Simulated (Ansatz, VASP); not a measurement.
# Two plane-wave programs on InP

```
In P
1.0
     0.00000    2.76850    2.76850
     2.76850    0.00000    2.76850
     2.76850    2.76850    0.00000
In P
1 1
Direct
  0.00000 0.00000 0.00000
  0.50000 0.50000 0.50000
```

Measurements of this composition are mostly on another form, of space group No. 216.

Alike in both runs: functional PBE; k mesh 12 × 12 × 12; occupations gaussian, width 0.1 eV; no spin polarisation.

Ansatz relaxed the structure, and its values are those at the end. VASP's run is a single point on that final structure, the one shown.

|  | VASP | Ansatz |
| --- | --- | --- |
| version | VASP 6.6.1 | Ansatz 0.2.0 |
| potentials or method | VASP PAW PBE potentials, release 64 (In_d, P) | scalar-relativistic, plane waves, PAW |
| plane-wave cutoff (eV) | 520 | 420 |
| valence electrons in the cell | 18 | 18 |

```tsv
	VASP	Ansatz	Ansatz less VASP
gap on the k mesh at the Fermi level (eV)	none	none	-
pressure (GPa)	0.0	0.0	+0.01
```

A gap of «none» marks a metal or a gap that the smearing closes.
